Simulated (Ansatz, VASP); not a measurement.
## Two plane-wave programs on Mo

```
CELL_PARAMETERS angstrom
-1.53916 1.53916 1.53916
1.53916 -1.53916 1.53916
1.53916 1.53916 -1.53916
ATOMIC_POSITIONS crystal
Mo 0.00000 0.00000 0.00000
```

Alike in both runs: functional r2SCAN; k mesh 20 × 20 × 20; occupations fermi-dirac, width 0.1 eV; no spin polarisation.

Ansatz relaxed the structure, and its values are those at the end. VASP's run is a single point on that final structure, the one shown.

|  | VASP | Ansatz |
| --- | --- | --- |
| version | VASP 6.6.1 | Ansatz 0.2.0 |
| potentials or method | VASP PAW PBE potentials, release 64 (Mo_sv) | scalar-relativistic, plane waves, PAW |
| plane-wave cutoff (eV) | 520 | 500 |
| valence electrons in the cell | 14 | 14 |

VASP gave:

| Item | Value |
| --- | --- |
| gap on the k mesh at the Fermi level (eV) | none |
| pressure (GPa) | 23.6 |

Task: What did Ansatz give for the same quantities?

Result: gap on the k mesh at the Fermi level (eV): none; pressure (GPa): 22.0.

A gap of «none» marks a metal or a gap that the smearing closes. With one functional, cell and mesh, what is left measures potentials, basis and numerics.

Caveats: so large a pressure means that the cell lies far from this level's equilibrium, or that cutoff or potentials fall short (VASP); the potentials were made for another functional, which shifts forces and pressure (VASP).
